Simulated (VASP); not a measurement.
# Si (Fd-3m) in VASP: notebook, part 2 of 2

VASP 6.6.1.

## Step 3: Relaxation of cell and atoms, PBE+D3(BJ)

This run uses another cell than the first one, of 19.90 Å³/atom, 0.996 times its volume.

Input file INCAR:

```
SYSTEM = Si
ALGO = Normal
EDIFF = 1E-7
EDIFFG = -0.005
ENCUT = 600
GGA = PE
IBRION = 2
ISIF = 3
ISMEAR = 0
IVDW = 12
LASPH = .TRUE.
LCHARG = .FALSE.
LREAL = .FALSE.
LWAVE = .FALSE.
NELM = 80
NSW = 90
PREC = Accurate
SIGMA = 0.03
```

Input file KPOINTS:

```
k-points
0
G
  10 10 10
  0 0 0
```

Input file POSCAR:

```
Si                                      
1.0
    0.0000000000      2.7099303269      2.7099303269
    2.7099303269      0.0000000000      2.7099303269
    2.7099303269      2.7099303269      0.0000000000
  Si            
     2
Direct
     0.7500000000000000    0.7500000000000000    0.7500000000000000
     0.5000000000000000    0.5000000000000000    0.5000000000000000
```

Potentials or basis: VASP PAW PBE potentials, release 64 (Si).

The run is started by

```
$ cat potpaw_PBE.64/Si/POTCAR > POTCAR
$ mpirun -np 1 vasp_std > vasp.out
```

OUTCAR:

```text
SYSTEM = Si
   EDIFF = 1E-7
   EDIFFG = -0.005
   ENCUT = 600
   GGA = PE
   IBRION = 2
   ISIF = 3
   ISMEAR = 0
   IVDW = 12
   LASPH = .TRUE.
   LREAL = .FALSE.
   NELM = 80
   NSW = 90
   PREC = Accurate
 IVDW          = 12

 ion  position               nearest neighbor table
   1  0.750  0.750  0.750-   2 2.35   2 2.35   2 2.35   2 2.35
   2  0.500  0.500  0.500-   1 2.35   1 2.35   1 2.35   1 2.35

  LATTYP: Found a face centered cubic cell.
 ALAT       =     5.4198606538

  Lattice vectors:

 A1 = (   0.0000000000,   2.7099303269,   2.7099303269)
 A2 = (   2.7099303269,   0.0000000000,   2.7099303269)
 A3 = (   2.7099303269,   2.7099303269,   0.0000000000)

Analysis of symmetry for initial positions (statically):
=====================================================================
 Subroutine PRICEL returns:
 Original cell was already a primitive cell.

 Routine SETGRP: Setting up the symmetry group for a
 face centered cubic supercell.

 Subroutine GETGRP returns: Found 48 space group operations
 (whereof 24 operations were pure point group operations)
 out of a pool of 48 trial point group operations.

The static configuration has the point symmetry T_d .
 The point group associated with its full space group is O_h .

Analysis of symmetry for dynamics (positions and initial velocities):
=====================================================================
 Subroutine PRICEL returns:
 Original cell was already a primitive cell.

 Routine SETGRP: Setting up the symmetry group for a
 face centered cubic supercell.

 Subroutine GETGRP returns: Found 48 space group operations
 (whereof 24 operations were pure point group operations)
 out of a pool of 48 trial point group operations.

The dynamic configuration has the point symmetry T_d .
 The point group associated with its full space group is O_h .

 Subroutine INISYM returns: Found 48 space group operations
 (whereof 24 operations are pure point group operations),
[... 121 lines left out ...]
   GGA     = PE    functional components
   LHFCALC =     F    Hartree Fock is set to
   AEXX    =    0.0000 exact exchange contribution
   IVDW    =    12    specifies the selected vdW correction
   LEPSILON=     F    determine dielectric tensor
   LRPA    =     F    only Hartree local field effects (RPA)
 conjugate gradient relaxation of ions
 non-spin polarized calculation
 Gauss-broadening in eV      SIGMA  =   0.03
  energy-cutoff  :      600.00
  volume of cell :       39.80
 maximum number of plane-waves:      1363
   NGX = 15   NGY = 15   NGZ = 15

 number of electron       7.9999999 magnetization

 Free energy of the ion-electron system (eV)
  ---------------------------------------------------
  ext. energy  EPLUGINS =         0.00000000
  ---------------------------------------------------
  free energy    TOTEN  =       -10.84091954 eV

  energy without entropy =      -10.84091954  energy(sigma->0) =      -10.84091954

 E-fermi :   6.0305     XC(G=0):  -9.4324

 val. band max:        5.8867962493   @ k =   0.0000   0.0000   0.0000
 cond. band min:       6.4581154300   @ k =   0.4000   0.4000   0.0000
 fundamental gap:      0.5713191808
 Fermi energy:         6.0304598891

 k-point     1 :       0.0000    0.0000    0.0000
  band No.  band energies     occupation
      1      -6.1119      2.00000
      2       5.8868      2.00000
      3       5.8868      2.00000
      4       5.8868      2.00000
      5       8.4549      0.00000
      6       8.4549      0.00000
      7       8.4549      0.00000
      8       9.3301      0.00000
[... 243 lines left out ...]
 k-point    24 :       0.4000    0.3000    0.0000
  band No.  band energies     occupation
      1      -3.9381      2.00000
      2       0.4616      2.00000
      3       3.0166      2.00000
      4       3.4415      2.00000
      5       6.9305      0.00000
      6       8.1262      0.00000
      7      12.8735      0.00000
      8      12.9806      0.00000

 [... further k-points ...]

------------------------ aborting loop because EDIFF is reached ----------------------------------------

 Edisp (eV)   -0.63206

 E8    (eV) :    -0.2621

  FORCE on cell =-STRESS in cart. coord.  units (eV):
  Direction    XX          YY          ZZ          XY          YZ          ZX
  --------------------------------------------------------------------------------------
  -------------------------------------------------------------------------------------
  Total       0.00201     0.00201     0.00201     0.00000     0.00000     0.00000
  in kB       0.08084     0.08084     0.08084     0.00000     0.00000     0.00000
  external pressure =        0.08 kB  Pullay stress =        0.00 kB

 VOLUME and BASIS-vectors are now :
 -----------------------------------------------------------------------------
  energy-cutoff  :      600.00
  volume of cell :       39.80
      direct lattice vectors                 reciprocal lattice vectors
     0.000000000  2.709930327  2.709930327    -0.184506589  0.184506589  0.184506589
     2.709930327  0.000000000  2.709930327     0.184506589 -0.184506589  0.184506589
     2.709930327  2.709930327  0.000000000     0.184506589  0.184506589 -0.184506589

 POSITION                                       TOTAL-FORCE (eV/Angst)
 -----------------------------------------------------------------------------------
      4.06490      4.06490      4.06490        -0.000000     -0.000000      0.000000
      2.70993      2.70993      2.70993         0.000000      0.000000     -0.000000
 -----------------------------------------------------------------------------------
    total drift:                               -0.000000     -0.000000     -0.000000

  FREE ENERGIE OF THE ION-ELECTRON SYSTEM (eV)
  ---------------------------------------------------
  free  energy   TOTEN  =       -11.4729820539 eV

  energy  without entropy=      -11.4729820539  energy(sigma->0) =      -11.47298205

 reached required accuracy - stopping structural energy minimisation
```

OSZICAR:

```text
N       E                     dE             d eps       ncg     rms          rms(c)
DAV:   1     0.115349418101E+02    0.11535E+02   -0.37159E+03   752   0.906E+02
DAV:   2    -0.107487627206E+02   -0.22284E+02   -0.22048E+02  1192   0.914E+01
DAV:   3    -0.110234690848E+02   -0.27471E+00   -0.27471E+00   920   0.132E+01
DAV:   4    -0.110246765437E+02   -0.12075E-02   -0.12075E-02  1208   0.101E+00
DAV:   5    -0.110246781137E+02   -0.15701E-05   -0.15701E-05   968   0.290E-02    0.492E+00
DAV:   6    -0.108973359584E+02    0.12734E+00   -0.84810E-02   888   0.153E+00    0.301E+00
DAV:   7    -0.108396454284E+02    0.57691E-01   -0.15928E-01   968   0.223E+00    0.196E-01
DAV:   8    -0.108407052425E+02   -0.10598E-02   -0.40464E-03   856   0.483E-01    0.739E-02
DAV:   9    -0.108408937164E+02   -0.18847E-03   -0.18445E-04  1120   0.109E-01    0.575E-02
DAV:  10    -0.108409195933E+02   -0.25877E-04   -0.31141E-05   872   0.422E-02    0.103E-02
DAV:  11    -0.108409192249E+02    0.36837E-06   -0.56897E-07  1192   0.534E-03    0.231E-03
DAV:  12    -0.108409195184E+02   -0.29352E-06   -0.55607E-07   888   0.604E-03    0.117E-03
DAV:  13    -0.108409195371E+02   -0.18623E-07   -0.18548E-09   648   0.400E-04
   1 F= -.11472982E+02 E0= -.11472982E+02  d E =-.114730E+02
```

Wall time 6.1 s (1 thread of Intel Xeon 6975P-C (Granite Rapids), shared host); peak memory 0.18 GiB.

Results:

```yaml
Free_energy: -11.4730 eV
Pressure_after_relaxing: 0.0 GPa
Band_gap_on_the_k_mesh: 0.57 eV, indirect (least direct gap 2.57 eV)
Dispersion_energy_per_atom: -0.316 eV
```

Final structure:
```
Si
1.0
     0.00000    2.70993    2.70993
     2.70993    0.00000    2.70993
     2.70993    2.70993    0.00000
Si
2
Direct
  0.75000 0.75000 0.75000
  0.50000 0.50000 0.50000
```

Levels at points of the mesh, in eV from the valence-band top:
```
           k point  band 1  band 2  band 3  band 4  band 5  band 6  band 7  band 8
(0.00, 0.00, 0.00)  -12.00    0.00    0.00    0.00    2.57    2.57    2.57    3.44
(0.50, 0.00, 0.00)   -9.65   -6.99   -1.20   -1.20    1.56    3.34    3.34    7.74
(0.50, 0.50, 0.00)   -7.83   -7.83   -2.86   -2.86    0.70    0.70   10.17   10.17
```

Caveat: the relaxation stopped at its first step, so nothing moved. A k mesh can miss the band edges.

## Step 4: Relaxation of cell and atoms, RPBE

Input file INCAR:

```
SYSTEM = Si
PREC = Accurate
ENCUT = 600
EDIFF = 1E-6
ISMEAR = 0
SIGMA = 0.03
LREAL = .False.
LASPH = .True.
NELM = 80
ALGO = Normal
ISIF = 3
LWAVE = .False.
LCHARG = .False.
GGA = RP
IBRION = 2
NSW = 90
EDIFFG = -0.01
```

Input file KPOINTS:

```
Automatic mesh
0
Gamma
  10 10 10
  0 0 0
```

Input file POSCAR:

```
Si
1.0
    0.0000000000      2.7135600000      2.7135600000
    2.7135600000      0.0000000000      2.7135600000
    2.7135600000      2.7135600000      0.0000000000
Si
2
Direct
    0.7500000000      0.7500000000      0.7500000000
    0.5000000000      0.5000000000      0.5000000000
```

The run is started by

```
$ cat potpaw_PBE.64/Si/POTCAR > POTCAR
$ mpirun -np 1 vasp_std > vasp.out
```

It took 12 s on 1 thread of Intel Xeon 6975P-C (Granite Rapids), shared host; peak memory 0.17 GiB.

It converged, with:

* Free energy: -10.3252 eV
* Relaxed volume: 20.77 Å³/atom
* Relaxed cell: a = 3.887 Å, b = 3.887 Å, c = 3.887 Å, α = 60.00°, β = 60.00°, γ = 60.00°
* Space group after relaxing (to 0.05 Å): Fd-3m (No. 227)
* Energy gained by relaxing: 8.5 meV/atom
* Ionic steps: 3
* Pressure after relaxing: 0.0 GPa
* Band gap on the k mesh: 0.70 eV, indirect (least direct gap 2.56 eV)

The path:
| step | energy change (eV) | largest force (eV/Å) | pressure (GPa) | volume (Å³) |
| --- | --- | --- | --- | --- |
| 1 | 0.0000 | 0.0000 | 3.59 | 39.96 |
| 2 | -0.0099 | 0.0000 | -2.06 | 42.61 |
| 3 | -0.0170 | 0.0000 | 0.00 | 41.54 |

Final structure:
```cif
data_structure
_symmetry_space_group_name_H-M 'P 1'
_symmetry_Int_Tables_number 1
_cell_length_a 3.8873
_cell_length_b 3.8873
_cell_length_c 3.8873
_cell_angle_alpha 60.000
_cell_angle_beta 60.000
_cell_angle_gamma 60.000
_cell_volume 41.54
loop_
_atom_site_label
_atom_site_type_symbol
_atom_site_fract_x
_atom_site_fract_y
_atom_site_fract_z
_atom_site_occupancy
Si1 Si 0.75000 0.75000 0.75000 1
Si2 Si 0.50000 0.50000 0.50000 1
```

Levels at points of the mesh, in eV from the valence-band top:
```
           k point  band 2  band 3  band 4  band 5  band 6  band 7
(0.00, 0.00, 0.00)    0.00    0.00    0.00    2.56    2.56    2.56
(0.50, 0.00, 0.00)   -6.77   -1.16   -1.16    1.49    3.36    3.36
(0.50, 0.50, 0.00)   -7.68   -2.75   -2.75    0.84    0.84    9.85
```

Caveat: the PAW data sets were made with another functional, which shifts forces and pressure a little. Zero-point motion and thermal expansion aren't in these numbers.
